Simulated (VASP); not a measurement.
Crystal: Ir.

```
Ir
1.0
     2.72141    0.00000    0.00000
    -1.36071    2.35681    0.00000
     0.00000    0.00000    4.41203
Ir
2
Cartesian
  0.0000 1.5712 1.1030
  1.3607 0.7856 3.3090
```

This isn't the form of Ir at room conditions, which is fcc.

Base run:

| Quantity | Value |
| --- | --- |
| Program | VASP 6.6.1 |
| Functional | PBEsol |
| Potentials or basis | VASP PAW PBE potentials, release 64 (Ir) |
| Cutoff | 520 eV |
| k mesh | 18 × 18 × 10 |
| Occupations | gaussian, width 0.5 eV |
| Spin | no spin polarisation |

Its results: band gap on the k mesh none (metal or under the smearing width); pressure 1.4 GPa.

The run is repeated on the same cell with these changes: cutoff from 520 eV to 700 eV; occupations from gaussian, width 0.5 eV to gaussian, width 0.1 eV. What comes out?

Band gap on the k mesh none (metal or under the smearing width); pressure 0.0 GPa.

Caveats: the PAW data sets were made with another functional, which shifts forces and pressure a little.
